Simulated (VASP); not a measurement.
Input of a VASP 6.6.1 run:

File INCAR:

```
SYSTEM = SiC
  ALGO = Normal
  EDIFF = 1E-7
  EDIFFG = -0.005
  ENCUT = 520
  GGA = PE
  IBRION = 2
  ISIF = 3
  ISMEAR = 0
  LASPH = .TRUE.
  LCHARG = .FALSE.
  LREAL = .FALSE.
  LWAVE = .FALSE.
  NELM = 120
  NSW = 60
  POTIM = 0.3
  PREC = Accurate
  SIGMA = 0.1
```

File KPOINTS:

```
k-points
0
G
  13 13 7
  0 0 0
```

Contents of POSCAR:

```
SiC                                     
1.0
    3.0916995450      0.0000000000      0.0000000000
   -1.5458497725      2.6774903447      0.0000000000
   -0.0000000000      0.0000000000      5.0740900347
  Si              C             
     2     2
Direct
     0.3333333300000021    0.6666666699999979    0.0045856230801238
     0.6666666699999979    0.3333333300000021    0.5045856230801237
     0.3333333300000021    0.6666666699999979    0.3804143769198742
     0.6666666699999979    0.3333333300000021    0.8804143769198743
```

Potentials or basis: VASP PAW PBE potentials, release 64 (Si, C).

Launch:

```console
$ cat potpaw_PBE.64/Si/POTCAR potpaw_PBE.64/C/POTCAR > POTCAR
$ mpirun -np 1 vasp_std > vasp.out
```

Q: Predict the band gap on the k mesh.

A: 2.39 eV, indirect (least direct gap 3.96 eV).

Final structure:
```xyz
4
Lattice="3.0917 0.0000 0.0000 -1.5458 2.6775 0.0000 0.0000 0.0000 5.0741" Properties=species:S:1:pos:R:3 pbc="T T T"
Si    0.0000    1.7850    0.0233
Si    1.5459    0.8925    2.5603
C     0.0000    1.7850    1.9303
C     1.5459    0.8925    4.4673
```

Caveat: the relaxation stopped at its first step, so nothing moved; an odd mesh through Γ misses points on the zone boundary, where band edges often lie.
